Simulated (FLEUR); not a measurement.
# Br (I4/mmm) in FLEUR: single point with PBE

Aim: the single point of Br with PBE.

Program: FLEUR MaX-R8.1 (patched build s14). These are calculated values, not measurements. Logs are shortened: lines on timing, memory, paths and dates and some standing lists are left out, and cuts for length are marked.

### 1 The cell of the first run

Symmetry: I4/mmm, No. 139, tetragonal system. Conventional cell: a = 2.728 Å, b = 2.728 Å, c = 6.857 Å, α = 90.00°, β = 90.00°, γ = 90.00°. Br (site symmetry 4/mmm) has 4 Br at 2.73 Å as nearest neighbours.

### 2 Single point, PBE (volume scaled by 0.88)

Contents of inp.xml:

```xml
<?xml version="1.0" encoding="UTF-8" standalone="no"?>
<fleurInput fleurInputVersion="0.39">
   <comment>
      Br                                                                                                  
   </comment>
   <calculationSetup>
      <cutoffs Kmax="3.8" Gmax="11.8" GmaxXC="11.8" numbands="0"/>
      <scfLoop itmax="60" minDistance="0.00001" maxIterBroyd="15" imix="Anderson" alpha="0.05" precondParam="0.0" spinf="2.0"/>
      <coreElectrons ctail="T" frcor="F" kcrel="0" coretail_lmax="0"/>
      <xcFunctional name="pbe" relativisticCorrections="F"/>
      <magnetism jspins="1"/>
      <soc l_soc="F" theta="0.0" phi="0.0" spav="F"/>
      <expertModes spex="0" secvar="F"/>
      <geometryOptimization l_f="F" forcealpha="1.0" forcemix="BFGS" epsdisp="0.00001" epsforce="0.00001"/>
      <ldaU l_linMix="F" mixParam="0.05" spinf="1.0"/>
   </calculationSetup>
   <cell>
      <bzIntegration valenceElectrons="17.0" mode="hist" fermiSmearingEnergy="0.00183747">
         <kPointListSelection listName="default-1"/>
         <!-- k-points included here -->
         <xi:include xmlns:xi="http://www.w3.org/2001/XInclude" href="kpts.xml"> </xi:include>
      </bzIntegration>
      <!-- symmetry operations included here -->
      <xi:include xmlns:xi="http://www.w3.org/2001/XInclude" href="sym.xml"> </xi:include>
      <bulkLattice scale="1.0">
         <bravaisMatrix>
            <row-1>   -2.5777929513511184     2.5777929513511184     6.4785056544728334</row-1>
            <row-2>    2.5777929513511184    -2.5777929513511184     6.4785056544728334</row-2>
            <row-3>    2.5777929513511184     2.5777929513511184    -6.4785056544728334</row-3>
         </bravaisMatrix>
      </bulkLattice>
   </cell>
   <atomSpecies>
      <species name="Bromine (Br)" element="Br" atomicNumber="35">
         <mtSphere radius="2.39" gridPoints="791" logIncrement="0.016"/>
         <atomicCutoffs lmax="10" lnonsphr="8"/>
         <electronConfig flipSpins="F">
            <coreConfig>(1s1/2) (2s1/2) (2p1/2) (2p3/2) (3s1/2) (3p1/2) (3p3/2)</coreConfig>
            <valenceConfig>(3d3/2) (3d5/2) (4s1/2) (4p1/2) (4p3/2)</valenceConfig>
            <stateOccupation state="(4p1/2)" spinUp="0.833333" spinDown="0.833333"/>
            <stateOccupation state="(4p3/2)" spinUp="1.666667" spinDown="1.666667"/>
         </electronConfig>
         <energyParameters s="4" p="4" d="4" f="4"/>
         <lo type="SCLO" l="2" n="3" eDeriv="0"/>
         <lo type="SCLO" l="2" n="3" eDeriv="1"/>
         <lo type="SCLO" l="0" n="4" eDeriv="2"/>
         <lo type="SCLO" l="1" n="4" eDeriv="2"/>
         <lo type="SCLO" l="3" n="4" eDeriv="2"/>
      </species>
   </atomSpecies>
   <atomGroups>
      <atomGroup species="Bromine (Br)">
         <relPos label="                   1">.0000000000 .0000000000 .0000000000</relPos>
         <force calculate="T" relaxXYZ="TTT"/>
      </atomGroup>
   </atomGroups>
   <output dos="F" band="F" slice="F">
      <checks vchk="F" cdinf="F"/>
      <bandDOS minEnergy="-.5*Htr" maxEnergy="0.5*Htr" sigma="0.015" storeEVData="T"/>
      <vacuumDOS vacdos="F" integ="F" star="F" nstars="0" locx1="0.0" locy1="0.0" locx2="0.0" locy2="0.0" nstm="0" tworkf="0.0"/>
      <unfoldingBand unfoldBand="F" supercellX="1" supercellY="1" supercellZ="1"/>
      <plotting iplot="0" polar="F">
         <plot TwoD="T" vec1="  1.0  0.0  0.0" vec2="  0.0  1.0  0.0" vec3="  0.0  0.0  1.0" zero="  0.0  0.0  0.0" file="plot"/>
      </plotting>
      <chargeDensitySlicing numkpt="0" minEigenval="0.0" maxEigenval="0.0" nnne="0" pallst="F"/>
      <specialOutput eonly="F"/>
      <magneticCircularDichroism mcd="F" energyLo="-10.0" energyUp="0.0"/>
   </output>
  <!-- We include the file relax.xml here to enable relaxations (see documentation) -->
  <xi:include xmlns:xi="http://www.w3.org/2001/XInclude" href="relax.xml"> <xi:fallback/> </xi:include>
</fleurInput>
```

Contents of crystal.txt:

```
Br
&input cartesian=F /
-1.3641092843  1.3641092843  3.4282775531
1.3641092843  -1.3641092843  3.4282775531
1.3641092843  1.3641092843  -3.4282775531
1.8897261246
1.0 1.0 1.0

1
35 0.0000000000  0.0000000000  0.0000000000

&kpt div1=13 div2=13 div3=13 gamma=T /
```

Potentials or basis: all-electron, FLAPW.

Launch:

```sh
> inpgen -f crystal.txt -profile fastHighL
> # inp.xml edited to the form shown
> fleur
```

Log:

```text
Welcome to FLEUR        (www.flapw.de)
      MaX-Release 8.1          (www.max-centre.eu)

 ========== k-point set info ==========
 Selected k-point list: default-1
 k-point list type: mesh
 13 x 13 x 13
 Number of k points: 196

 ------------Calculation Setup---------------------------
 Number of OMP-threads    :            1
 Number of basis functions:          209
 Approximate size of matrices (H+S) per k-point:         0.001 GB
 --------------------------------------------------------
 Iteration:     1   Distance:       3.78916595 me/bohr^3
 Iteration:     2   Distance:       3.57721727 me/bohr^3
 Iteration:     3   Distance:       0.42157150 me/bohr^3
 Iteration:     4   Distance:       0.18955907 me/bohr^3
 Iteration:     5   Distance:       0.10226925 me/bohr^3
 Iteration:     6   Distance:       0.00723024 me/bohr^3
 Iteration:     7   Distance:       0.00158203 me/bohr^3
 Iteration:     8   Distance:       0.00072771 me/bohr^3
 Iteration:     9   Distance:       0.00015369 me/bohr^3
 Iteration:    10   Distance:       0.00009683 me/bohr^3
 Iteration:    11   Distance:       0.00001401 me/bohr^3
 Iteration:    12   Distance:       0.00000078 me/bohr^3

 ********************************************************************
 Run finished successfully
 Stop message:
   all done
 ********************************************************************
```

out.xml (last iteration):

```text
<iteration numberForCurrentRun="   12" overallNumber="   12">
         <energyParameters units="Htr">
            <atomicEP atomType="1" spin="1" branch="4s" branchLowest="-8.38" branchHighest="-0.03" value="-0.3990226271"/>
            <atomicEP atomType="1" spin="1" branch="4p" branchLowest="-6.01" branchHighest="0.66" value="0.0209320264"/>
            <atomicEP atomType="1" spin="1" branch="4d" branchLowest="-2.09" branchHighest="1.82" value="0.3518195515"/>
            <atomicEP atomType="1" spin="1" branch="4f" branchLowest="-9.99" branchHighest="2.84" value="0.5247655083"/>
            <loAtomicEP atomType="1" spin="1" branch="3d" branchLowest="-9.99" branchHighest="-2.09" value="-2.0875359523"/>
            <loAtomicEP atomType="1" spin="1" branch="3d" branchLowest="-9.99" branchHighest="-2.09" value="-2.0875359523"/>
            <loAtomicEP atomType="1" spin="1" branch="4s" branchLowest="-8.38" branchHighest="-0.03" value="-0.3990226271"/>
            <loAtomicEP atomType="1" spin="1" branch="4p" branchLowest="-6.01" branchHighest="0.66" value="0.0161160413"/>
            <loAtomicEP atomType="1" spin="1" branch="4f" branchLowest="-9.99" branchHighest="2.84" value="0.5247641048"/>
         </energyParameters>
         <eigenvalues>
            <eigenvaluesAt spin="1" ikpt="1" k_x="0.00000000" k_y="0.00000000" k_z="0.00000000">
                      -2.0927011162       -2.0922354600       -2.0848618776       -2.0848618776       -2.0825915814
                      -0.4636483304        0.0685243383        0.2152960794        0.2152960794        0.3593647407
                       0.5249077748        0.5655236643        0.7702351948        0.7702351948
            </eigenvaluesAt>
            <eigenvaluesAt spin="1" ikpt="2" k_x="0.00000000" k_y="0.00000000" k_z="0.07692308">
                      -2.0926517197       -2.0922512070       -2.0848648654       -2.0848634596       -2.0825747913
                      -0.4573584315        0.0730099829        0.1892016423        0.1900943833        0.3699251269
                       0.5653345174        0.6003308959        0.6874588425        0.7078507003
            </eigenvaluesAt>
            <eigenvaluesAt spin="1" ikpt="3" k_x="0.00000000" k_y="0.00000000" k_z="0.15384615">
                      -2.0925212382       -2.0922944086       -2.0848870529       -2.0848863742       -2.0825264906
                      -0.4389752109        0.0855107229        0.1356716818        0.1374218008        0.3967271142
                       0.6163042387        0.6283033601        0.6614530160        0.6732622787
            </eigenvaluesAt>
            <eigenvaluesAt spin="1" ikpt="4" k_x="0.00000000" k_y="0.00000000" k_z="0.23076923">
                      -2.0923527238       -2.0923369553       -2.0849154733       -2.0849149054       -2.0824595921
                      -0.4101633090        0.0816624066        0.0825178610        0.1030932975        0.4356037317
                       0.5621601158        0.5702062972        0.6280354781        0.7849844693
            </eigenvaluesAt>
         </eigenvalues>
         <bandgap value="0.0079878337" units="eV"/>
         <sumValenceSingleParticleEnergies value="-21.4047691907" units="Htr"/>
         <FermiEnergy value="0.1749109309" units="Htr"/>
         <valenceDensity>
            <mtCharges spin="1">
               <mtCharge atomType="1" total="15.3513350" s="1.7829304" p="3.4872415" d="10.0690779" f="0.0094178"/>
            </mtCharges>
            <spinDependentCharge spin="1" total="17.0000000" interstitial="1.6486650" mtSpheres="15.3513350"/>
            <totalCharge value="17.0000000000"/>
         </valenceDensity>
         <coreStates atomType="     1" atomicNumber=" 35" spin="1" kinEnergy="   2435.7830888648" eigValSum="  -1492.0425061447" lostElectrons=" 0.000025">
            <state n="1" l="0" j="0.5" energy="-488.9026334777" weight="1.0000000000"/>
            <state n="2" l="0" j="0.5" energy="-63.2985250169" weight="1.0000000000"/>
            <state n="2" l="1" j="0.5" energy="-56.9640777903" weight="1.0000000000"/>
            <state n="2" l="1" j="1.5" energy="-55.2183143343" weight="2.0000000000"/>
            <state n="3" l="0" j="0.5" energy="-8.3821227866" weight="1.0000000000"/>
            <state n="3" l="1" j="0.5" energy="-6.1798552553" weight="1.0000000000"/>
            <state n="3" l="1" j="1.5" energy="-5.9287050385" weight="2.0000000000"/>
         </coreStates>
         <allElectronCharges>
            <spinDependentCharge spin="1" total="35.0000000" interstitial="1.6486896" mtSpheres="33.3513104"/>
            <totalCharge value="34.9999999980"/>
         </allElectronCharges>
         <totalEnergy                                    value="    -2606.6368316641" units="Htr">
            <sumOfEigenvalues                            value="    -1513.4472753354">
               <coreElectrons value="-1492.0425061447"/>
               <valenceElectrons value="-21.4047691907"/>
            </sumOfEigenvalues>
            <densityCoulombPotentialIntegral value="-4066.1884368540"/>
            <densityEffectivePotentialIntegral value="-4186.3170843735"/>
            <chargeDenXCDenIntegral value="-92.2868489593"/>
            <FockExchangeEnergyValence value="0.0000000000"/>
            <FockExchangeEnergyCore value="0.0000000000"/>
            <atomTypeDependentContributions atomType="1">
               <electronNucleiInteractionDifferentMTs value="3138.5951390189"/>
               <MadelungTerm value="-15.5304342971"/>
            </atomTypeDependentContributions>
            <tkbTimesEntropy value="0.0001536669"/>
            <freeEnergy value="-2606.6369853310"/>
            <extrapolationTo0K value="-2606.6369084976"/>
         </totalEnergy>
         <densityConvergence units="me/bohr^3">
            <chargeDensity spin="1" distance="0.0000007802"/>
         </densityConvergence>
      </iteration>
```

It took 30 s on 1 thread of Intel Xeon at 2.60GHz (Ice Lake), shared host; peak memory 0.06 GiB.

Results:

```
Free energy                                           : -70930.2058 eV
Band gap on the k mesh                                : none (metal or under the smearing width)
Valence electrons inside the program's atomic spheres : Br 15.35 (radii Br 2.39 bohr)
```

Levels at points of the mesh, in eV from the Fermi level:
```
           k point  band 6  band 7  band 8  band 9  band 10  band 11  band 12  band 13
(0.00, 0.00, 0.00)  -17.38   -2.89    1.10    1.10     5.02     9.52    10.63    16.20
```

Core levels (eV from the Fermi level):
```csv
atom,levels
1 Br,"1s1/2 -13308.5, 2s1/2 -1727.2, 2p1/2 -1554.8, 2p3/2 -1507.3, 3s1/2 -232.8, 3p1/2 -172.9, 3p3/2 -166.1"
```

Caveat: an odd number of electrons without spin polarisation forces a metal; a magnetic or distorted state may lie lower.
